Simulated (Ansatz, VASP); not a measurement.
## BP in VASP and in Ansatz

POSCAR

```
BP
1.0
    0.0000000000      2.4649207550      1.9226381889
    2.4649207550      0.0000000000      1.9226381889
    2.4649207550      2.4649207550      0.0000000000
B P
1 1
Direct
    0.0000000000      0.0000000000      0.0000000000
    0.7500000000      0.7500000000      0.7500000000
```

Contents of INCAR.step1:

```
PREC     = Accurate       # precision mode
ENCUT    = 520            # plane-wave cutoff, eV
ISMEAR   = 0              # smearing method
SIGMA    = 0.05           # smearing width, eV
LREAL    = False          # projectors in reciprocal space
LASPH    = True           # aspherical terms in the spheres
NELM     = 100            # most SCF steps
NBANDS   = 11             # bands
GGA      = PE             # functional
ALGO     = Normal         # electronic algorithm
EDIFF    = 1E-4           # SCF threshold, eV
LWAVE    = True           # write WAVECAR
LCHARG   = False          # write CHGCAR
```

Contents of INCAR.step2:

```
PREC     = Accurate       # precision mode
ENCUT    = 520            # plane-wave cutoff, eV
EDIFF    = 1E-7           # SCF threshold, eV
ISMEAR   = 0              # smearing method
SIGMA    = 0.05           # smearing width, eV
LREAL    = False          # projectors in reciprocal space
LASPH    = True           # aspherical terms in the spheres
NELM     = 100            # most SCF steps
ALGO     = Normal         # electronic algorithm
ISIF     = 2              # what is computed and relaxed
LWAVE    = False          # write WAVECAR
LCHARG   = True           # write CHGCAR
METAGGA  = R2SCAN         # meta-GGA
LMIXTAU  = True         
LELF     = True           # ELF
LVHAR    = True         
NBANDS   = 11             # bands
ISTART   = 1
```

File KPOINTS:

```
regular mesh
0
Gamma
  8 8 8
```

Input for Ansatz:

```yaml
crystal:
  lattice:
    - [0.0, 2.464920755, 1.9226381889]
    - [2.464920755, 0.0, 1.9226381889]
    - [2.464920755, 2.464920755, 0.0]
  atoms:
    - { symbol: B, position: [0.0, 0.0, 0.0] }
    - { symbol: P, position: [0.75, 0.75, 0.75] }
basis:
  ecutwfc: 500
kpoints:
  mp_grid: { grid: [8, 8, 8] }
hamiltonian:
  xc: r2scan
scf:
  occupations: { method: gaussian, width: 0.05 }
output:
  forces: true
  stress: true
  eigenvalues: true
```

Alike in both runs: task single point; functional r2SCAN; k mesh 8 × 8 × 8; occupations gaussian, width 0.05 eV; no spin polarisation.

```csv
,VASP,Ansatz
version,VASP 6.6.1,Ansatz 0.2.0
potentials or method,"VASP PAW PBE potentials, release 64 (B, P)","scalar-relativistic, plane waves, PAW"
plane-wave cutoff (eV),520,500
valence electrons in the cell,8,8
```

VASP gave:

```
gap on the k mesh at the Fermi level (eV)       : none
pressure (GPa)                                  : -2.6
largest component of the traceless stress (GPa) : 28.96
```

**Question.** What did Ansatz give for the same quantities?

**Answer.** gap on the k mesh at the Fermi level (eV): none; pressure (GPa): -2.1; largest component of the traceless stress (GPa): 28.77.

A gap of «none» marks a metal or a gap that the smearing closes.

Caveats: the PAW data sets were made with another functional, which shifts forces and pressure a little (VASP).
